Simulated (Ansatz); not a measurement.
A (001) slab of TaSi$_{2}$ (P6_422 (No. 181)), 6 planes, outer planes TaSi2 (top) and TaSi2 (bottom), with 18 atoms (Ta6Si12) in a surface cell of A = 20.000 Å², as cut from the bulk:

```yaml
crystal:
  lattice:
    - [4.80564, 0.00000, 0.00000]
    - [-2.40282, 4.16181, 0.00000]
    - [0.00000, 0.00000, 25.99528]
  atoms:
    - { symbol: Ta, position: [0.50000, 0.00000, 0.28851] }
    - { symbol: Si, position: [0.84109, 0.68217, 0.28851] }
    - { symbol: Si, position: [0.15891, 0.31783, 0.28851] }
    - { symbol: Ta, position: [0.00000, 0.50000, 0.37311] }
    - { symbol: Si, position: [0.68217, 0.84109, 0.37311] }
    - { symbol: Si, position: [0.31783, 0.15891, 0.37311] }
    - { symbol: Ta, position: [0.50000, 0.50000, 0.45770] }
    - { symbol: Si, position: [0.15891, 0.84109, 0.45770] }
    - { symbol: Si, position: [0.84109, 0.15891, 0.45770] }
    - { symbol: Ta, position: [0.50000, 0.00000, 0.54230] }
    - { symbol: Si, position: [0.84109, 0.68217, 0.54230] }
    - { symbol: Si, position: [0.15891, 0.31783, 0.54230] }
    - { symbol: Ta, position: [0.00000, 0.50000, 0.62689] }
    - { symbol: Si, position: [0.68217, 0.84109, 0.62689] }
    - { symbol: Si, position: [0.31783, 0.15891, 0.62689] }
    - { symbol: Ta, position: [0.50000, 0.50000, 0.71149] }
    - { symbol: Si, position: [0.15891, 0.84109, 0.71149] }
    - { symbol: Si, position: [0.84109, 0.15891, 0.71149] }
```

These are results of Ansatz, DFT PBE, scalar-relativistic, plane waves, PAW, not measurements. Plane waves to 420 eV, a k mesh through Γ of 9×9×1 on the computed 18-atom cell and Gaussian smearing (0.10 eV); no spin polarisation.

Against the same 18 atoms in the bulk, the slab as cut lies 6.132 eV higher and the relaxed slab 5.817 eV higher.

Task: Work out the surface energy before and after relaxation.

Result: The slab has two faces, so γ = (E_slab − N·E_bulk)/(2A), the mean of both. As cut: 6.132/(2 × 20.000) = 0.1533 eV/Å², and 1 eV/Å² = 16.02 J/m², so γ = 2.46 J/m². Relaxed: 5.817/(2 × 20.000) = 0.1454 eV/Å² = 2.33 J/m². Relaxation recovers 5 % of the cost of cutting.

Task: What is the ideal work of this cut, per area?

Result: Griffith's ideal work is 2γ: 4.91 J/m² if the new faces stay rigid, 4.66 J/m² if they relax. One thickness was run, 6 planes, so γ can still shift with it.